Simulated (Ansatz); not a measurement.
**Ba: strong compression**

The task here is to estimate one member of a computed series from the others.

Computed with Ansatz 0.2.0 (DFT, PBE, PAW with Ansatz's default frozen-core files, scalar-relativistic, unless a step's input says otherwise).

### Starting point

Symmetry: Pm-3m, No. 221, cubic system. Conventional cell: a = 4.092 Å, b = 4.092 Å, c = 4.092 Å, α = 90.00°, β = 90.00°, γ = 90.00°. Around Ba (site symmetry m-3m) lie 6 Ba at 4.09 Å.

As a file:

```cif
data_structure
_symmetry_space_group_name_H-M 'Pm-3m'
_symmetry_Int_Tables_number 221
_cell_length_a 4.0920
_cell_length_b 4.0920
_cell_length_c 4.0920
_cell_angle_alpha 90.000
_cell_angle_beta 90.000
_cell_angle_gamma 90.000
_cell_volume 68.52
loop_
_atom_site_label
_atom_site_type_symbol
_atom_site_symmetry_multiplicity
_atom_site_Wyckoff_symbol
_atom_site_fract_x
_atom_site_fract_y
_atom_site_fract_z
_atom_site_occupancy
Ba1 Ba 1 a 0.00000 0.00000 0.00000 1
```

The file gives the conventional cell by its symmetry; the runs use the cell typed in the input.

Whether this phase is the stable one at these pressures isn't tested.

Set-up of the first run:

Input file input.yaml:

```yaml
crystal:
  lattice:
    - [4.0919803578, 0.0, 0.0]
    - [0.0, 4.0919803578, 0.0]
    - [0.0, 0.0, 4.0919803578]
  atoms:
    - { symbol: Ba, position: [0.0, 0.0, 0.0] }
kpoints:
  mp_grid: { grid: [9, 9, 9] }
scf:
  occupations: { method: fermi_dirac, width: 0.08 }
hamiltonian:
  xc: pbe
  pseudopotentials: { kind: paw }
output:
  forces: true
  stress: true
relax:
  f_tol: 0.005
  max_steps: 40
  cell: {}
```

Run with:

```
$ ansatz run input.yaml --threads 1 --pin off --max-ram 2048MiB --backend cpu --events-out ev --progress --plain --runs-dir out
```

Among the steps run: Cell relaxed at zero pressure, PAW; Volume scaled by 1, PAW; Volume scaled by 0.88, PAW; Volume scaled by 0.78, PAW; Volume scaled by 0.68, PAW; Volume scaled by 0.58, PAW; Volume scaled by 0.5, PAW; Volume scaled by 0.43, PAW; Volume scaled by 0.43, PAW (partial_waves polarizable).

One table of the session follows, with a row left open; its other results are not shown here.

 The rows PAW, 0.43 and PAW (partial_waves polarizable), 0.43 agree to the last digit and may rest on the same set-up.

```
                         method  volume over the first  volume (Å³/atom)  pressure (GPa)
                            PAW                      1            61.860           -0.01
                            PAW                   0.88                 ?               ?
                            PAW                   0.78            48.251            2.66
                            PAW                   0.68            42.065            5.07
                            PAW                   0.58            35.879            8.72
                            PAW                    0.5            30.930           14.54
                            PAW                   0.43            26.600           25.59
PAW (partial_waves polarizable)                   0.43            26.600           25.59
```

Estimate the missing values for PAW, 0.88.

The run gave: volume (Å³/atom): 54.437; pressure (GPa): 1.15. In the column «volume (Å³/atom)» it lies between PAW, 0.78 (48.251) and PAW, 1 (61.860).
